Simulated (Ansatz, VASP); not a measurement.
## Sb: VASP beside Ansatz

```
Sb
1.0
     3.08334    0.00000    0.00000
     0.00000    3.08334    0.00000
     0.00000    0.00000    3.08334
Sb
1
Direct
  0.00000 0.00000 0.00000
```

Alike in both runs: task single point; functional PBEsol; k mesh 12 × 12 × 12; occupations fermi-dirac, width 0.05 eV; no spin polarisation.

```csv
,VASP,Ansatz
version,VASP 6.6.1,Ansatz 0.2.0
potentials or method,"VASP PAW PBE potentials, release 64 (Sb), cutoff 520 eV","all-electron LAPW, non-relativistic"
```

|  | VASP | Ansatz | Ansatz less VASP |
| --- | --- | --- | --- |
| pressure (GPa) | -1.1 | -1.4 | -0.28 |

Ansatz ran all-electron here, so the differences hold the error of VASP's frozen core and of both bases.

Caveats: the PAW data sets were made with another functional, which shifts forces and pressure a little (VASP). Spin-orbit coupling is left out, which matters for the levels of Sb.
